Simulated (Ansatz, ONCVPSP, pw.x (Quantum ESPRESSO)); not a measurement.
# From atom to crystal: ONCV potential for iridium (Ir)

- Element: iridium (Ir)
- Generator: ONCVPSP 4.0.1
- Type: optimised norm-conserving Vanderbilt (ONCV)
- Functional: PBE
- Relativity: scalar-relativistic
- Frozen core: [Kr] 4d10 4f14
- Valence charge: 17
- Reference configuration: 5s2 5p6 5d7 6s2
- Partial waves: 5s+6s: rc 1.50 bohr, ncon 4, nbas 9, qcut 8.3 1/bohr, 2 projectors; 5p: rc 1.85 bohr, ncon 5, nbas 9, qcut 9.1 1/bohr, 2 projectors, debl 2.6 Ha; 5d: rc 2.50 bohr, ncon 4, nbas 8, qcut 5.7 1/bohr, 1 projector
- Local potential: polynomial inside 1.00 bohr (lpopt 4, dvloc0 6 Ha)
- Core correction: Teter function, fcfact 4.5, rcfact 1.05

Crystal test: diamond Ir in pw.x 7.5, no spin, 8³ k-points, Fermi–Dirac smearing 0.01 Ry, cutoffs 75/300 Ry. The reference is all-electron LAPW (Ansatz 0.2.0) with the same functional, mesh and smearing; V0 and B0 come from Birch–Murnaghan fits to the pressures at five volumes. Errors are pseudo minus all-electron; Δ is the rms difference of the E(V) curves that follow from these fits, minima aligned, over ±6 % about the mean V0. Mesh and smearing are coarse, so the numbers serve the comparison and aren't converged zero-temperature values; the lattice is a test structure that the element need not adopt.

```json
{"V (Å³/atom)": "20.480", "P all-electron (GPa)": "11.23", "P pseudo (GPa)": "8.82"}
{"V (Å³/atom)": "21.019", "P all-electron (GPa)": "5.43", "P pseudo (GPa)": "3.29"}
{"V (Å³/atom)": "21.558", "P all-electron (GPa)": "0.45", "P pseudo (GPa)": "-1.46"}
{"V (Å³/atom)": "22.097", "P all-electron (GPa)": "-3.84", "P pseudo (GPa)": "-5.55"}
{"V (Å³/atom)": "22.636", "P all-electron (GPa)": "-7.51", "P pseudo (GPa)": "-9.05"}
```

All-electron: a0 = 5.571 Å (V0 = 21.61 Å³/atom), B0 = 182.3 GPa.

Pseudopotential: mean pressure error (GPa): -1.95; a0 (Å): 5.551; a0 error (%): -0.35; B0 error (%): +0.6; Δ (meV/atom): 9.2. The largest radius (2.50 bohr) exceeds half the bond length (2.28 bohr), so the spheres overlap, which is one possible source of error among others.

Q: At the middle volume, how do free energy and pressure move when the wave cutoff is lowered (ecutrho kept at four times it)?

A:

```json
{"cutoff (Ry)": "34", "shift of F (meV/atom)": "+3136.2", "shift of P (GPa)": "-61.79"}
{"cutoff (Ry)": "45", "shift of F (meV/atom)": "+658.5", "shift of P (GPa)": "-23.58"}
{"cutoff (Ry)": "60", "shift of F (meV/atom)": "+33.8", "shift of P (GPa)": "-2.29"}
```

The run at the middle volume (29 k-points, 9 iterations) took about 33 s on one core of a shared host (Intel(R) Xeon(R) 6975P-C, 96 threads, 744 GiB, load 54).
